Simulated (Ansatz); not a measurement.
Crystal: FeO.

```
CELL_PARAMETERS angstrom
1.51768 0.87623 2.51579
-1.51768 0.87623 2.51579
0.00000 -1.75247 2.51579
ATOMIC_POSITIONS crystal
Fe 0.00000 0.00000 0.00000
O 0.50000 0.50000 0.50000
```

Base run:

| Property | Result |
| --- | --- |
| Program | Ansatz 0.2.0 |
| Functional | LDA |
| Potentials or basis | Ansatz PAW |
| Cutoff | 420 eV (not typed: the program's choice for these potentials) |
| k mesh | 11 × 11 × 11 |
| Occupations | fermi-dirac, width 0.05 eV |
| Spin | collinear spin, ferromagnetic start |
| Starting moments | [3.0, 0.0] μB |
| Hubbard terms | Fe d U = 5 eV |

Its results: band gap on the k mesh 1.12 eV, indirect (least direct gap 3.06 eV); pressure -2.7 GPa; net moment 4.00 μB per cell; site moments Fe +3.48; O +0.21 μB.

Task: After a change of settings the same cell gave: band gap on the k mesh 0.50 eV, indirect (least direct gap 1.77 eV); pressure -7.1 GPa; net moment 4.00 μB per cell; site moments Fe +3.45; O +0.25 μB. Which change was it?
A. hubbard terms from Fe d U = 5 eV to Fe d U = 3 eV
B. hubbard terms from Fe d U = 5 eV to none; hubbard projectors from ortho-atomic (the default) to none
C. hubbard terms from Fe d U = 5 eV to Fe d U = 2 eV

Result: A.

Caveats: the magnetic or orbital state may not be the lowest; odd divisions of the mesh miss points on the zone boundary, where band edges often lie, so the gap on the mesh can be too wide; a cell with one magnetic atom can't hold antiferromagnetic order, which such compounds often take; the PAW data sets come from PBE, with cores solved anew for the run's functional, which leaves a small shift of forces and pressure; the density of states is complete only up to the lowest level of the last band computed.

Runs at the PBE level aren't shown here.
